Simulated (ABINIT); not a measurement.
# ZnS (F-43m) in ABINIT: notebook, part 2 of 3

ABINIT 10.8.3 (patched build). Earlier steps stand in the parts before.

## (4) Single point, PBE

The input, run.abi:

```
pp_dirpath "./"
pseudos "Zn.GGA_PBE-JTH.xml, S.GGA_PBE-JTH.xml"

acell 3.8212050455 3.8212050455 3.8212050455 Angstrom
rprim
     0.0000000000     0.7071067812     0.7071067812
     0.7071067812     0.0000000000     0.7071067812
     0.7071067812     0.7071067812     0.0000000000
ntypat 2
znucl 30 16
natom 2
typat 1 2
xcart
     7.6590599831     7.6590599831     7.6590599831
     0.0000000000     0.0000000000     0.0000000000

ecut 544.227725 eV
pawecutdg 40.0

kptopt 1
ngkpt 4 4 4
nshiftk 1
shiftk 0.0 0.0 0.0

ixc 11

nband 13
occopt 3
tsmear 0.00183747

nstep 100
tolvrs 1.0e-9

iomode 3
prtwf 0
prtden 0
prteig 0
prtebands 0
```

Potentials or basis: JTH PAW PBE v2.0.

Command:

```console
> abinit run.abi > log 2>&1
```

run.abo:

```text
.Version 10.8.3 of ABINIT
 Symmetries : space group F-4 3 m (#216); Bravais cF (face-center cubic)
================================================================================
 Values of the parameters that define the memory need of the present run
     intxc =       0    ionmov =       0      iscf =      17    lmnmax =      18
     lnmax =       6     mgfft =      30  mpssoang =       3    mqgrid =    3001
     natom =       2  nloc_mem =       2    nspden =       1   nspinor =       1
    nsppol =       1      nsym =      24    n1xccc =       1    ntypat =       2
    occopt =       3   xclevel =       2
       mpw =        1144          nfft =       27000          nkpt =           8
 PAW method is used; the additional fine FFT grid is defined by:
   mgfftf=        45    nfftf =     91125
================================================================================
================================================================================

--------------------------------------------------------------------------------
------------- Echo of variables that govern the present computation ------------
--------------------------------------------------------------------------------
 -outvars: echo values of preprocessed input variables --------
            acell      7.2210310069E+00  7.2210310069E+00  7.2210310069E+00 Bohr
              amu      6.53900000E+01  3.20660000E+01
             ecut      2.00000000E+01 Hartree
              ixc          11
         kptrlatt        4    0    0      0    4    0      0    0    4
          kptrlen      2.88841240E+01
            natom           2
            nband          13
            ngfft          30      30      30
          ngfftdg          45      45      45
             nkpt           8
            nstep         100
             nsym          24
           ntypat           2
           occopt           3
        pawecutdg      4.00000000E+01 Hartree
         pawxcdev           0
           prtden           0
        prtebands           0
           prteig           0
            prtwf           0
            rprim      0.0000000000E+00  7.0710678120E-01  7.0710678120E-01
                       7.0710678120E-01  0.0000000000E+00  7.0710678120E-01
                       7.0710678120E-01  7.0710678120E-01  0.0000000000E+00
          spgroup         216
           tolvrs      1.00000000E-09
           tsmear      1.83747000E-03 Hartree
            typat      1  2
           useylm           1
           xangst      4.0529999972E+00  4.0529999972E+00  4.0529999972E+00
                      -2.7970224547E-09 -2.7970226797E-09 -2.7970226797E-09
            xcart      7.6590599831E+00  7.6590599831E+00  7.6590599831E+00
                      -5.2856064074E-09 -5.2856068325E-09 -5.2856068325E-09
             xred      7.4999999948E-01  7.4999999948E-01  7.4999999948E-01
                      -5.1758380915E-10 -5.1758372588E-10 -5.1758372588E-10
            znucl       30.00000   16.00000

================================================================================

 chkinp: Checking input parameters for consistency.

================================================================================
== DATASET  1 ==================================================================

--- !DatasetInfo
iteration_state: {dtset: 1, }
dimensions: {natom: 2, nkpt: 8, mband: 13, nsppol: 1, nspinor: 1, nspden: 1, mpw: 1144, }
cutoff_energies: {ecut:  20.0, pawecutdg:  40.0, }
electrons: {nelect:   1.80000000E+01, charge:   0.00000000E+00, occopt:   3.00000000E+00, tsmear:   1.83747000E-03, }
meta: {optdriver: 0, ionmov: 0, optcell: 0, iscf: 17, paral_kgb: 0, }
...

 Exchange-correlation functional for the present dataset will be:
  GGA: Perdew-Burke-Ernzerhof functional - ixc=11
  J.P.Perdew, K.Burke, M.Ernzerhof, PRL 77, 3865 (1996)
[... 96 lines left out ...]
pressure_GPa:   1.3878E+00
xred      :
- [  7.5000E-01,   7.5000E-01,   7.5000E-01, Zn]
- [ -5.1758E-10,  -5.1758E-10,  -5.1758E-10,  S]
cartesian_forces: # hartree/bohr
- [  2.47193020E-29,   2.47193020E-29,  -7.41579061E-29, ]
- [ -2.47193020E-29,  -2.47193020E-29,   7.41579061E-29, ]
force_length_stats: {min:   8.19846500E-29, max:   8.19846500E-29, mean:   8.19846500E-29, }
...

 Integrated electronic density in atomic spheres:
 ------------------------------------------------
 Atom  Sphere_radius  Integrated_density
    1        2.30770         10.78719213
    2        1.90380          3.61316968

================================================================================

 ----iterations are completed or convergence reached----

 Mean square residual over all n,k,spin=   46.189E-09; max=  48.036E-07
 reduced coordinates (array xred) for    2 atoms
       0.749999999482      0.749999999482      0.749999999482
      -0.000000000518     -0.000000000518     -0.000000000518
 rms dE/dt=  3.8154E-28; max dE/dt=  5.3853E-28; dE/dt below (all hartree)
    1       0.000000000000      0.000000000000     -0.000000000000
    2       0.000000000000      0.000000000000     -0.000000000000

 cartesian coordinates (angstrom) at end:
    1      4.05299999724603     4.05299999724603     4.05299999724603
    2     -0.00000000279702    -0.00000000279702    -0.00000000279702

 cartesian forces (hartree/bohr) at end:
    1      0.00000000000000     0.00000000000000    -0.00000000000000
    2     -0.00000000000000    -0.00000000000000     0.00000000000000
 frms,max,avg= 4.7333860E-29 7.4157906E-29   0.000E+00  0.000E+00  0.000E+00 h/b

 cartesian forces (eV/Angstrom) at end:
    1      0.00000000000000     0.00000000000000    -0.00000000000000
    2     -0.00000000000000    -0.00000000000000     0.00000000000000
 frms,max,avg= 2.4340049E-27 3.8133529E-27   0.000E+00  0.000E+00  0.000E+00 e/A
 length scales=  7.221031006932  7.221031006932  7.221031006932 bohr
              =  3.821205045500  3.821205045500  3.821205045500 angstroms
 Fermi (or HOMO) energy (hartree) =   0.23531   Average Vxc (hartree)=  -0.34341
 Eigenvalues (hartree) for nkpt=   8  k points:
 kpt#   1, nband= 13, wtk=  0.01563, kpt=  0.0000  0.0000  0.0000 (reduced coord)
  -0.28711   -0.03771   -0.03771   -0.03771   -0.01948   -0.01948    0.19596    0.19596
   0.19596    0.27264    0.42940    0.42940    0.42940
      occupation numbers for kpt#   1
   2.00000    2.00000    2.00000    2.00000    2.00000    2.00000    2.00000    2.00000
   2.00000    0.00000    0.00000    0.00000    0.00000
 prteigrs : prtvol=0 or 1, do not print more k-points.

--- !EnergyTerms
iteration_state     : {dtset: 1, }
comment             : Components of total free energy in Hartree
kinetic             :  1.10299388732684E+01
hartree             :  2.12245803183161E+01
xc                  : -5.44055375486309E+00
Ewald energy        : -4.60608394397176E+01
psp_core            :  7.76162073137038E-01
local_psp           : -7.44941836414248E+01
PAW spherical_terms :  1.82716484996847E+01
internal            : -7.46932470715992E+01
'-kT*entropy'       : -3.76625990686438E-12
total_energy        : -7.46932470716030E+01
total_energy_eV     : -2.03250679603188E+03
...

--- !EnergyTermsDC
iteration_state     : {dtset: 1, }
comment             : '"Double-counting" decomposition of free energy'
band_energy         : -1.22178371260452E-01
Ewald energy        : -4.60608394397176E+01
psp_core            :  7.76162073137038E-01
xc_dc               : -2.07453752308315E+01
PAW spherical_terms : -8.54101838727238E+00
internal            : -7.46932493559449E+01
'-kT*entropy'       : -3.76625990686438E-12
total_energy_dc     : -7.46932493559487E+01
total_energy_dc_eV  : -2.03250685819209E+03
...

--- !EnergyTermsWithPAWCore
iteration_state     : {dtset: 1, }
comment             : 'Components of total free energy, including PAW core contributions'
Total energy        : -2.19531374623049E+03
Total energy DC     : -2.19531374851483E+03
Total energy (eV)   : -5.97375302797893E+04
Total energy DC (eV): -5.97375303419495E+04
...

 Cartesian components of stress tensor (hartree/bohr^3)
  sigma(1 1)= -4.71702808E-05  sigma(3 2)=  0.00000000E+00
  sigma(2 2)= -4.71702808E-05  sigma(3 1)=  0.00000000E+00
  sigma(3 3)= -4.71702808E-05  sigma(2 1)=  0.00000000E+00

-Cartesian components of stress tensor (GPa)         [Pressure=  1.3878E+00 GPa]
- sigma(1 1)= -1.38779757E+00  sigma(3 2)=  0.00000000E+00
- sigma(2 2)= -1.38779757E+00  sigma(3 1)=  0.00000000E+00
- sigma(3 3)= -1.38779757E+00  sigma(2 1)=  0.00000000E+00

== END DATASET(S) ==============================================================
================================================================================

 -outvars: echo values of variables after computation  --------
            acell      7.2210310069E+00  7.2210310069E+00  7.2210310069E+00 Bohr
           etotal     -7.4693249356E+01
            fcart      2.4719302048E-29  2.4719302048E-29 -7.4157906143E-29
                      -2.4719302048E-29 -2.4719302048E-29  7.4157906143E-29
            rprim      0.0000000000E+00  7.0710678120E-01  7.0710678120E-01
                       7.0710678120E-01  0.0000000000E+00  7.0710678120E-01
                       7.0710678120E-01  7.0710678120E-01  0.0000000000E+00
           strten     -4.7170280801E-05 -4.7170280801E-05 -4.7170280801E-05
                       0.0000000000E+00  0.0000000000E+00  0.0000000000E+00
           xangst      4.0529999972E+00  4.0529999972E+00  4.0529999972E+00
                      -2.7970224547E-09 -2.7970226797E-09 -2.7970226797E-09
             xred      7.4999999948E-01  7.4999999948E-01  7.4999999948E-01
                      -5.1758380915E-10 -5.1758372588E-10 -5.1758372588E-10
 Calculation completed.
```

Run time: 6.9 s. Hardware: 1 thread of Intel Xeon 6975P-C (Granite Rapids), shared host; peak memory 0.12 GiB.

What came out:

```
Free energy                                           : -2032.5069 eV
Band gap on the k mesh                                : 2.09 eV, direct
Valence electrons inside the program's atomic spheres : Zn 10.79; S 3.61
```

Caveat: the k mesh is coarse (spacing up to 0.50 Å⁻¹), so the values aren't converged; the cutoff is too short for stress, so the log's stress isn't used.

[end of part 2 of 3]
